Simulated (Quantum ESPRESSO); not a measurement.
Crystal: Sb.

```
Sb
1.0
     3.12240    0.00000    0.00000
     0.00000    4.34752    0.00000
    -0.03891    0.00000    4.40585
Sb
2
Direct
  0.01139 0.25000 0.24117
  0.98861 0.75000 0.75883
```

This isn't the form of Sb at room conditions, which is rhombohedral.

Base run:

| Item | Value |
| --- | --- |
| Program | Quantum ESPRESSO 7.5 |
| Functional | LDA |
| Potentials or basis | GBRV 1.5 LDA |
| Cutoff | 612 eV |
| Density cutoff | 4898 eV |
| k mesh | 9 × 6 × 6 |
| Occupations | fermi-dirac, width 0.05 eV |
| Spin | no spin polarisation |

Its results: band gap on the k mesh none (metal or under the smearing width); pressure -3.5 GPa; largest force 0.038 eV/Å.

The run is repeated on the same cell with these changes: functional from LDA to r2SCAN; potentials or basis from GBRV 1.5 LDA to SG15 PBE 1.2; cutoff from 612 eV to 952 eV; density cutoff from 4898 eV to 3810 eV. What comes out?

Band gap on the k mesh none (metal or under the smearing width); pressure -1.9 GPa; largest force 0.113 eV/Å.

Caveats: spin-orbit coupling is left out, which moves the levels of the heavy elements; the potentials were made for another functional, which shifts forces and pressure (some runs).
